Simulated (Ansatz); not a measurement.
**Pd: equilibrium volume by level of theory**

**What was measured.** The equilibrium volume of Pd (Palladium) (Fm-3m) is reported as 14.72 Å³/atom at 300 K (a printed reference work). The runs below try to reproduce it.

```cif
data_structure
_symmetry_space_group_name_H-M 'P 1'
_symmetry_Int_Tables_number 1
_cell_length_a 2.7528
_cell_length_b 2.7528
_cell_length_c 2.7528
_cell_angle_alpha 60.000
_cell_angle_beta 60.000
_cell_angle_gamma 60.000
_cell_volume 14.75
loop_
_atom_site_label
_atom_site_type_symbol
_atom_site_fract_x
_atom_site_fract_y
_atom_site_fract_z
_atom_site_occupancy
Pd1 Pd 0.00000 0.00000 0.00000 1
```

```tsv
rung	level	program and potentials	cutoff (eV)	k mesh	smearing	task	core time	chip	equilibrium volume (Å³/atom)	miss	notes
GGA + dispersion	PBE+D3(BJ)	Ansatz, Ansatz PAW	420	12 × 12 × 12	fermi-dirac 0.05	relaxation of cell and atoms	4.3 s	Arm Neoverse V1	14.70	-0.1 %	-
GGA + dispersion	PBE+D4	Ansatz, Ansatz PAW	420	12 × 12 × 12	fermi-dirac 0.05	relaxation of cell and atoms	5.4 s	Arm Neoverse V1	14.90	+1.2 %	-
GGA + dispersion	PBE+D3(BJ)+ATM	Ansatz, Ansatz PAW	420	12 × 12 × 12	fermi-dirac 0.05	relaxation of cell and atoms	5.5 s	Arm Neoverse V1	14.84	+0.8 %	-
GGA	PBE	Ansatz, Ansatz PAW	420	12 × 12 × 12	fermi-dirac 0.05	equation of state	6.3 s	Arm Neoverse V2	15.31	+4.0 %	-
GGA	PBE	Ansatz, SPMS NC	653	12 × 12 × 12	fermi-dirac 0.05	equation of state	9 s	Arm Neoverse V2	15.37	+4.4 %	-
GGA	PBE	Ansatz, Ansatz PAW (files of its older set among them)	600	12 × 12 × 12	fermi-dirac 0.05	equation of state	9 s	Arm Neoverse V2	15.30	+3.9 %	-
meta-GGA	r2SCAN	Ansatz, Ansatz PAW	500	12 × 12 × 12	fermi-dirac 0.05	equation of state	16 s	AMD EPYC 7R13 Zen 3	14.91	+1.3 %	potentials made for PBE, which Ansatz adapts in part
GGA	PBE	Ansatz, PseudoDojo stringent	1116	12 × 12 × 12	fermi-dirac 0.05	equation of state	18 s	Arm Neoverse V2	15.30	+3.9 %	-
GGA	PBE	Ansatz, Ansatz NC	1116	12 × 12 × 12	fermi-dirac 0.05	equation of state	19 s	Arm Neoverse V2	15.31	+4.0 %	-
GGA	PBE	Ansatz, JTH PAW	1110	12 × 12 × 12	fermi-dirac 0.05	equation of state	23 s	Arm Neoverse V2	15.28	+3.8 %	-
GGA + dispersion	RPBE+D3(BJ)	Ansatz, all-electron LAPW, scalar-relativistic	-	12 × 12 × 12	fermi-dirac 0.05	relaxation of cell and atoms	24 s	Arm Neoverse V2	12.92	-12.2 %	-
```

Times are single runs on shared hosts and different chips, so they are rough; meshes, cutoffs and the tasks' sizes weigh on the time. All rows: no spin polarisation. Smearing widths are in eV. For a metal such meshes aren't converged. Meshes are those of the run's cell of 1 atom unless a note names another. Relaxations start from the cell shown or near it and stop with a little pressure left. Misses use the values as printed. Runs on faulty files, with rough fits or with known faults for this quantity aren't shown. No row holds spin-orbit coupling.

By rung: GGA + dispersion 12.92 to 14.90; GGA 15.28 to 15.37; meta-GGA 14.91 (Å³/atom). Measured: 14.72 Å³/atom at 300 K (a printed reference work). Closest is PBE+D3(BJ) (-0.1 %), and PBE misses by +3.8 % to +4.4 % on plain settings. The runs are for a static lattice, while measurements hold temperature and zero-point motion.
